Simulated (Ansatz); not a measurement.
Input for Ansatz (plane-wave DFT, PAW):

```yaml
crystal:
  lattice:
    - [4.3204006996, 0.0, 0.0]
    - [-2.1602003498, 3.7415767604, 0.0]
    - [0.0, 0.0, 24.5697561422]
  atoms:
    - { symbol: Ge, position: [0.0, 0.0, 0.5] }
    - { symbol: Sb, position: [0.6666666667, 0.3333333333, 0.9187156008] }
    - { symbol: Sb, position: [0.3333333333, 0.6666666667, 0.3488175095] }
    - { symbol: Sb, position: [0.3333333333, 0.6666666667, 0.0812843992] }
    - { symbol: Sb, position: [0.6666666667, 0.3333333333, 0.6511824905] }
    - { symbol: Te, position: [0.3333333333, 0.6666666667, 0.8491992847] }
    - { symbol: Te, position: [0.6666666667, 0.3333333333, 0.1508007153] }
    - { symbol: Te, position: [0.0, 0.0, 0.7204257125] }
    - { symbol: Te, position: [0.6666666667, 0.3333333333, 0.4310324052] }
    - { symbol: Te, position: [0.3333333333, 0.6666666667, 0.5689675948] }
    - { symbol: Te, position: [0.0, 0.0, 0.0] }
    - { symbol: Te, position: [0.0, 0.0, 0.2795742875] }
basis:
  ecutwfc: 420
kpoints:
  mp_grid: { grid: [12, 12, 2] }
  band_path:
    path:
      - [[0.0, 0.0, 0.0], [0.5, 0.0, 0.0], [0.33333333, 0.33333333, 0.0], [0.0, 0.0, 0.0], [0.0, 0.0, 0.5], [0.5, 0.0, 0.5], [0.33333333, 0.33333333, 0.5], [0.0, 0.0, 0.5]]
      - [[0.5, 0.0, 0.5], [0.5, 0.0, 0.0]]
      - [[0.33333333, 0.33333333, 0.5], [0.33333333, 0.33333333, 0.0]]
    npoints: 10
hamiltonian:
  xc: lda
scf:
  occupations: { method: gaussian, width: 0.02 }
  n_extra_bands: 30
output:
  forces: true
  stress: true
  eigenvalues: true
  populations: true
  dos: { projected: true, de: 0.02, nscf_kmesh: { grid: [18, 18, 3] } }
  bader: false
  write_density: true
  write_potential: true
  elf: true
  volumetric_format: npy
```

Run as
```bash
ansatz run input.yaml --threads 4 --pin off --max-ram 10240MiB --backend cpu --events-out ev --progress --plain --runs-dir out
```

All numbers below come from DFT LDA, scalar-relativistic, plane waves, PAW (Ansatz).

Abridged output (iterations and final results):

```
SCF iter   1: F=—  HF=-77350.358628 eV  |F-HF|=—  |Δ(HF+E_count)|=         —  Δρ=4.87e-3  dr2=7.85e-2  ethr=1.77e-3  ⟨swp⟩=6.6  Hψ=19062  notcnv=0  defer=427
SCF iter   2: F=—  HF=-77350.338606 eV  |F-HF|=—  |Δ(HF+E_count)|=   2.00e-2  Δρ=2.76e-3  dr2=1.46e-1  ethr=4.22e-5  ⟨swp⟩=2.9  Hψ=6873  notcnv=0  defer=891
SCF iter   3: F=—  HF=-77350.338408 eV  |F-HF|=—  |Δ(HF+E_count)|=   1.98e-4  Δρ=1.95e-3  dr2=1.86e-1  ethr=4.22e-5  ⟨swp⟩=3.6  Hψ=4899  notcnv=0  defer=891
SCF iter   4: F=—  HF=-77350.328173 eV  |F-HF|=—  |Δ(HF+E_count)|=   1.02e-2  Δρ=1.17e-3  dr2=2.88e-3  ethr=4.22e-5  ⟨swp⟩=1.9  Hψ=5524  notcnv=0  defer=879
SCF iter   5: F=—  HF=-77350.327315 eV  |F-HF|=—  |Δ(HF+E_count)|=   8.58e-4  Δρ=2.02e-4  dr2=5.47e-4  ethr=1.55e-6  ⟨swp⟩=2.0  Hψ=5048  notcnv=0  defer=879
SCF iter   6: F=—  HF=-77350.327243 eV  |F-HF|=—  |Δ(HF+E_count)|=   7.19e-5  Δρ=5.83e-5  dr2=5.74e-5  ethr=2.94e-7  ⟨swp⟩=2.0  Hψ=4411  notcnv=0  defer=879
SCF iter   7: F=—  HF=-77350.327330 eV  |F-HF|=—  |Δ(HF+E_count)|=   8.74e-5  Δρ=2.95e-5  dr2=3.68e-6  ethr=3.08e-8  ⟨swp⟩=2.0  Hψ=4298  notcnv=0  defer=879
SCF iter   8: F=—  HF=-77350.327330 eV  |F-HF|=—  |Δ(HF+E_count)|=   1.20e-7  Δρ=1.22e-5  dr2=7.04e-7  ethr=1.98e-9  ⟨swp⟩=2.2  Hψ=5650  notcnv=0  defer=879
SCF iter   9: F=-77350.327330 eV  HF=-77350.327330 eV  |F-HF|=9.69e-9  |Δ(HF+E_count)|=   6.45e-8  Δρ=2.62e-6  dr2=4.71e-8  ethr=5.38e-11  ⟨swp⟩=18.2  Hψ=41738  notcnv=0
SCF 1 converged in 9 iterations: F = -77350.327330 eV  dr2 = 4.71e-8
SCF converged after 9 iterations
Free energy (F): -77350.327330 eV
Harris-Foulkes:  -77350.327330 eV  (|F-HF|=9.69e-9)
Internal energy: -77350.327330 eV  (E = F + TS)
E sigma→0 (E₀):  -77350.327330 eV
Fermi energy:    8.243200 eV
--- Per-component energies (eV) ---
  E_band       = -2826.125814
  E_kinetic    = 2205.340105
  E_local      = -19467.656093  (includes V_loc(G=0)·N_el)
  E_nonlocal   = -256.496806
  E_hartree    = 10415.147308
  E_xc         = -1490.030396
  E_vxc        = -1183.257318  (∫ρ·V_xc dr)
  E_paw        = -51205.809246  (= ΣΔE_a)
  E_vpaw       = -4954.359433  (= ΣTr[D̂ρ^β])
  E_aug_tail   = -0.001144  (compensation charges beyond the density's cutoff)
  E_ewald      = -17559.715308
  E_core_change = 8.894249  (= ΣΔE_core)
  E_smearing   =  0.000000  (= −TS)
--- Forces (eV/Å), atoms counted from 1 ---
  atom   1  Ge     0.00000000     0.00000000     0.00000000
  atom   2  Sb     0.00000000     0.00000000    -0.04592359
  atom   3  Sb     0.00000000     0.00000000    -0.05133553
  atom   4  Sb     0.00000000     0.00000000     0.04592359
  atom   5  Sb     0.00000000     0.00000000     0.05133553
  atom   6  Te     0.00000000     0.00000000     0.21300594
  atom   7  Te     0.00000000     0.00000000    -0.21300594
  atom   8  Te     0.00000000     0.00000000    -0.21260517
  atom   9  Te     0.00000000     0.00000000     0.00878909
  atom  10  Te     0.00000000     0.00000000    -0.00878909
  atom  11  Te     0.00000000     0.00000000     0.00000000
  atom  12  Te     0.00000000     0.00000000     0.21260517
--- Stress (GPa, compression-positive) ---
       -3.322974       0.000000       0.000000
        0.000000      -3.322974       0.000000
        0.000000       0.000000      -3.451206
  P = ⅓ Tr σ = -3.3657 GPa (-33.657 kbar)
--- Band table (eV; the first three rows and the last of 38) ---
  k-point 0: bands = ["-28.5901", "-28.5901", "-28.5901", "-28.5901", "-28.5786", "-28.5786", "-28.5786", "-28.5786", "-28.5734", "-28.5734", "-28.5727", "-28.5727", "-28.5727", "-28.5727", "-28.5622", "-28.5622", "-28.5622", "-28.5622", "-28.5575", "-28.5575", "-28.4139", "-28.4063", "-28.4063", "-28.3944", "-28.3942", "-28.3925", "-28.3925", "-28.3918", "-28.3918", "-28.3761", "-28.3761", "-28.3760", "-28.3760", "-28.3744", "-28.3744", "-21.2416", "-21.2416", "-21.2416", "-21.2416", "-21.2385", "-21.2385", "-21.2382", "-21.2382", "-21.2379", "-21.2379", "-21.2374", "-21.2374", "-21.2374", "-21.2374", "-21.2359", "-21.2355", "-21.2344", "-21.2344", "-21.2341", "-21.2341", "-16.7018", "-16.7 ...
  k-point 1: bands = ["-28.5901", "-28.5901", "-28.5901", "-28.5901", "-28.5786", "-28.5786", "-28.5786", "-28.5786", "-28.5734", "-28.5734", "-28.5727", "-28.5727", "-28.5727", "-28.5727", "-28.5622", "-28.5622", "-28.5622", "-28.5622", "-28.5575", "-28.5574", "-28.4139", "-28.4063", "-28.4063", "-28.3945", "-28.3942", "-28.3925", "-28.3925", "-28.3918", "-28.3918", "-28.3762", "-28.3762", "-28.3760", "-28.3760", "-28.3744", "-28.3744", "-21.2416", "-21.2416", "-21.2416", "-21.2416", "-21.2385", "-21.2385", "-21.2382", "-21.2382", "-21.2379", "-21.2379", "-21.2374", "-21.2374", "-21.2374", "-21.2374", "-21.2359", "-21.2355", "-21.2344", "-21.2344", "-21.2341", "-21.2341", "-16.7018", "-16.7 ...
  k-point 2: bands = ["-28.5901", "-28.5901", "-28.5900", "-28.5900", "-28.5786", "-28.5786", "-28.5786", "-28.5786", "-28.5734", "-28.5734", "-28.5727", "-28.5727", "-28.5726", "-28.5726", "-28.5622", "-28.5622", "-28.5622", "-28.5622", "-28.5574", "-28.5574", "-28.4139", "-28.4063", "-28.4063", "-28.3944", "-28.3942", "-28.3925", "-28.3925", "-28.3918", "-28.3918", "-28.3761", "-28.3761", "-28.3760", "-28.3759", "-28.3744", "-28.3743", "-21.2417", "-21.2417", "-21.2413", "-21.2413", "-21.2387", "-21.2383", "-21.2380", "-21.2380", "-21.2380", "-21.2377", "-21.2375", "-21.2375", "-21.2374", "-21.2373", "-21.2357", "-21.2354", "-21.2345", "-21.2344", "-21.2342", "-21.2341", "-16.7019", "-16.7 ...
  k-point 37: bands = ["-28.5893", "-28.5893", "-28.5892", "-28.5892", "-28.5788", "-28.5788", "-28.5788", "-28.5788", "-28.5729", "-28.5729", "-28.5719", "-28.5719", "-28.5716", "-28.5716", "-28.5624", "-28.5624", "-28.5623", "-28.5623", "-28.5566", "-28.5566", "-28.4131", "-28.4066", "-28.4066", "-28.3937", "-28.3937", "-28.3932", "-28.3923", "-28.3923", "-28.3918", "-28.3754", "-28.3752", "-28.3752", "-28.3751", "-28.3735", "-28.3735", "-21.2422", "-21.2422", "-21.2409", "-21.2409", "-21.2391", "-21.2391", "-21.2384", "-21.2374", "-21.2374", "-21.2374", "-21.2373", "-21.2373", "-21.2358", "-21.2358", "-21.2341", "-21.2341", "-21.2341", "-21.2338", "-21.2332", "-21.2332", "-16.7028", "-16. ...
--- Löwdin populations: 12 sites ---
  site symbol q [e]
     0     Ge     14.0656
     1     Sb     14.7192
     2     Sb     14.7171
     3     Sb     14.7192
     4     Sb     14.7171
     5     Te     16.0925
     6     Te     16.0925
     7     Te     16.0863
     8     Te     16.0405
     9     Te     16.0405
    10     Te     16.1908
    11     Te     16.0863
  spilling = 0.002324 (of n_electrons = 186.000000)
```

The calculation finished and met its thresholds.

The run took 4.1 min on 4 threads of Intel(R) Xeon(R) Processor @ 2.50GHz (Skylake/Cascade Lake), with other jobs on the host, peak memory 3.3 GiB.

The cell holds layers, and where no dispersion correction was added their binding is poorly described.